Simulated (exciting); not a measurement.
Crystal: Cd.

```
CELL_PARAMETERS angstrom
0.00000 2.21815 2.21815
2.21815 0.00000 2.21815
2.21815 2.21815 0.00000
ATOMIC_POSITIONS crystal
Cd 0.00000 0.00000 0.00000
```

This isn't the form of Cd at room conditions, which is hcp.

- Program: exciting (release sodium)
- Task: single point
- Functional: PBE
- Potentials or basis: all-electron LAPW+lo, shipped species files, valence relativity iora*
- rgkmax: 9
- k mesh: 10 × 10 × 10
- Occupations: fermi-dirac, width 0.05 eV
- Spin: no spin polarisation
- gmaxvr (cutoff of density and potential): 14 1/bohr
- lmaxapw (and lmaxmat): 10
- lmaxvr: 8
- nempty: 8
- Valence relativity: iora*
- epsengy: 1e-05 Ha
- epspot: 1e-05 Ha
- maxscl: 60
- Muffin-tin radii: Cd 2.3 bohr

On this cell: band gap on the k mesh none (metal or under the smearing width).

The same run follows on a disturbed copy (cell strained at random at fixed volume):

```
CELL_PARAMETERS angstrom
-0.02805 2.22596 2.22309
2.18709 -0.01565 2.21069
2.18797 2.21444 -0.01653
ATOMIC_POSITIONS crystal
Cd 0.99168 0.00422 0.99384
```

Question: What changes?

Answer: The energy (extrapolated to zero smearing) moves by -0.9 meV/atom; band gap on the k mesh none (metal or under the smearing width).

Caveats: the free energy is that total less TS from the occupations.
